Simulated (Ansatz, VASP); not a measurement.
**One calculation of Rh, two programs**

The input INCAR:

```
PREC = Accurate ; ENCUT = 520
EDIFF = 1E-6 ; ISMEAR = -1
SIGMA = 0.05 ; LREAL = False
LASPH = True ; NELM = 100
ALGO = Normal ; ISIF = 2
LWAVE = False ; LCHARG = False
GGA = PE ; NBANDS = 14
```

File KPOINTS:

```
regular mesh
0
Gamma
  16 16 16
```

The input POSCAR:

```
Rh
1.0
    0.0000000000      1.9024335035      1.9024335035
    1.9024335035      0.0000000000      1.9024335035
    1.9024335035      1.9024335035      0.0000000000
Rh
1
Direct
    0.0000000000      0.0000000000      0.0000000000
```

Input for Ansatz:

```yaml
crystal:
  lattice:
    - [0.0, 1.9024335035, 1.9024335035]
    - [1.9024335035, 0.0, 1.9024335035]
    - [1.9024335035, 1.9024335035, 0.0]
  atoms:
    - { symbol: Rh, position: [0.0, 0.0, 0.0] }
kpoints:
  mp_grid: { grid: [16, 16, 16] }
scf:
  occupations: { method: fermi_dirac, width: 0.05 }
hamiltonian:
  xc: pbe
  pseudopotentials: { kind: all_electron, lapw: { basis_error: 0.0005 } }
output:
  forces: true
  stress: true
  eigenvalues: true
```

Change from the starting cell: volume scaled by 0.98.

Alike in both runs: task single point; functional PBE; k mesh 16 × 16 × 16; occupations fermi-dirac, width 0.05 eV; no spin polarisation.

|  | VASP | Ansatz |
| --- | --- | --- |
| version | VASP 6.6.1 | Ansatz 0.2.0 |
| potentials or method | VASP PAW PBE potentials, release 64 (Rh_pv) | all-electron LAPW, scalar-relativistic |
| plane-wave cutoff (eV) | 520 | see its input |

|  | VASP | Ansatz | Ansatz less VASP |
| --- | --- | --- | --- |
| pressure (GPa) | 5.5 | 5.4 | -0.07 |

Ansatz ran all-electron here, so the differences hold the error of VASP's frozen core and of both bases.
